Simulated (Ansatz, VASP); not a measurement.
**Two plane-wave programs on HfO2**

The input INCAR:

```
SYSTEM = HfO2
ALGO = Fast ; EDIFF = 1E-7
ENCUT = 520 ; GGA = PS
ISIF = 2 ; ISMEAR = -1
LASPH = .True. ; LCHARG = .False.
LDAU = .True. ; LDAUJ = 0 0
LDAUL = 2 -1 ; LDAUPRINT = 1
LDAUTYPE = 2 ; LDAUU = 3.5 0
LMAXMIX = 4 ; LREAL = .False.
LWAVE = .False. ; NBANDS = 56
NELM = 150 ; PREC = Accurate
SIGMA = 0.05
```

File KPOINTS:

```
k-points
0
Gamma
  5 6 5
  0 0 0
```

File POSCAR:

```
HfO2
1.0
    5.2194633600      0.0000000000      0.0000000000
    0.0000000000      5.0047636900      0.0000000000
    0.0000000000      0.0000000000      5.0326850500
Hf O
4 8
Direct
    0.9669940000      0.7325208200      0.7414403500
    0.5330060000      0.7325208200      0.2414403500
    0.4669940000      0.2674791800      0.7414403500
    0.0330060000      0.2674791800      0.2414403500
    0.6321274500      0.9286454000      0.8792672600
    0.8678725500      0.9286454000      0.3792672600
    0.2339485200      0.5398830500      0.4922923900
    0.2660514800      0.5398830500      0.9922923900
    0.7660514800      0.4601169500      0.9922923900
    0.7339485200      0.4601169500      0.4922923900
    0.1321274500      0.0713546000      0.8792672600
    0.3678725500      0.0713546000      0.3792672600
```

The input input.yaml:

```yaml
crystal:
  lattice:
    - [5.21946336, 0.0, 0.0]
    - [0.0, 5.00476369, 0.0]
    - [0.0, 0.0, 5.03268505]
  atoms:
    - { symbol: Hf, position: [0.966994, 0.73252082, 0.74144035] }
    - { symbol: Hf, position: [0.533006, 0.73252082, 0.24144035] }
    - { symbol: Hf, position: [0.466994, 0.26747918, 0.74144035] }
    - { symbol: Hf, position: [0.033006, 0.26747918, 0.24144035] }
    - { symbol: O, position: [0.63212745, 0.9286454, 0.87926726] }
    - { symbol: O, position: [0.86787255, 0.9286454, 0.37926726] }
    - { symbol: O, position: [0.23394852, 0.53988305, 0.49229239] }
    - { symbol: O, position: [0.26605148, 0.53988305, 0.99229239] }
    - { symbol: O, position: [0.76605148, 0.46011695, 0.99229239] }
    - { symbol: O, position: [0.73394852, 0.46011695, 0.49229239] }
    - { symbol: O, position: [0.13212745, 0.0713546, 0.87926726] }
    - { symbol: O, position: [0.36787255, 0.0713546, 0.37926726] }
hamiltonian:
  xc: pbesol
  pseudopotentials: { kind: paw }
  hubbard: { sites: [{ species: Hf, l: d, u_eff: 3.5 }] }
kpoints:
  mp_grid: { grid: [5, 6, 5] }
  band_path:
    path:
      - [[0.0, 0.0, 0.0], [0.0, 0.5, 0.0], [0.0, 0.5, 0.5], [0.0, 0.0, 0.5], [0.0, 0.0, 0.0], [0.5, 0.0, 0.0], [0.5, 0.5, 0.0], [0.5, 0.5, 0.5], [0.5, 0.0, 0.5], [0.5, 0.0, 0.0]]
      - [[0.0, 0.0, 0.5], [0.5, 0.0, 0.5]]
      - [[0.5, 0.5, 0.0], [0.0, 0.5, 0.0]]
      - [[0.0, 0.5, 0.5], [0.5, 0.5, 0.5]]
    npoints: 10
scf:
  occupations: { method: fermi_dirac, width: 0.05 }
  n_extra_bands: 30
output:
  forces: true
  stress: true
  eigenvalues: true
  fatbands: false
  write_density: true
  write_potential: true
  elf: true
  volumetric_format: npy
```

Measurements of this composition are mostly on another form, of space group No. 14.

Alike in both runs: functional PBEsol; k mesh 5 × 6 × 5; occupations fermi-dirac, width 0.05 eV; no spin polarisation; Hubbard terms Hf d U = 3.5 eV.

|  | VASP | Ansatz |
| --- | --- | --- |
| version | VASP 6.6.1 | Ansatz 0.2.0 |
| potentials or method | VASP PAW PBE potentials, release 64 (Hf_pv, O) | Ansatz PAW |
| plane-wave cutoff (eV) | 520 | 420 |
| valence electrons in the cell | 88 | 152 |
| task | single point | band structure |

|  | VASP | Ansatz | Ansatz less VASP |
| --- | --- | --- | --- |
| gap on the k mesh at the Fermi level (eV) | 4.89 | 5.00 | +0.112 |
| least direct gap on the mesh (eV) | 5.20 | 5.26 | +0.061 |
| pressure (GPa) | 9.4 | 6.9 | -2.55 |
| largest component of the traceless stress (GPa) | 1.20 | 0.58 | -0.622 |
| rms of the force components (eV/Å) | 0.145 | 0.074 | -0.0703 |

The programs project onto different local orbitals, so the same U acts differently. Atom by atom the forces differ by 0.087 eV/Å (rms over components). The two sets of potentials don't hold the same shells in valence.

Caveats: spin-orbit coupling is left out, which moves the levels of the heavy elements; the PAW data sets were made with another functional, which shifts forces and pressure a little (VASP); an odd mesh through Γ misses points on the zone boundary, where band edges often lie (VASP); the pressure holds a Pulay correction of +0.9 GPa for the finite cutoff (Ansatz); the PAW data sets come from PBE, with cores solved anew for the run's functional, which leaves a small shift of forces and pressure (Ansatz).
